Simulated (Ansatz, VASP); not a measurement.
**One calculation of MgI2, two programs**

```
Mg I
1.0
     4.20720    0.00000   -0.15419
    -2.10360    3.64354    0.07710
    -0.28630    0.00000    7.81172
Mg I
1 2
Direct
  0.00000 0.00000 0.00000
  0.30457 0.66677 0.78558
  0.69543 0.33323 0.21442
```

Change from the starting cell: engineering shear strain xz -0.0733, normal strain along z +0.0000.

Alike in both runs: functional PBE; k mesh 6 × 6 × 4; occupations gaussian, width 0.05 eV; no spin polarisation.

Ansatz relaxed the structure, and its values are those at the end. VASP's run is a single point on that final structure, the one shown.

```csv
,VASP,Ansatz
version,VASP 6.6.1,Ansatz 0.2.0
potentials or method,"VASP PAW PBE potentials, release 64 (Mg, I)","scalar-relativistic, plane waves, PAW"
plane-wave cutoff (eV),520,520
valence electrons in the cell,16,44
```

VASP gave:

* gap on the k mesh at the Fermi level (eV): 3.56
* least direct gap on the mesh (eV): 3.70
* pressure (GPa): 0.0
* rms of the force components (eV/Å): 0.004

**Question.** What did Ansatz give for the same quantities?

**Answer.** gap on the k mesh at the Fermi level (eV): 3.58; least direct gap on the mesh (eV): 3.72; pressure (GPa): 0.0; rms of the force components (eV/Å): 0.001.

With one functional, cell and mesh, what is left measures potentials, basis and numerics. The two sets of potentials don't hold the same shells in valence. Ansatz warned: «stress_scf_threshold_loose».

Caveats: spin-orbit coupling is left out, which moves the levels of the heavy elements. A k mesh can miss the band edges.
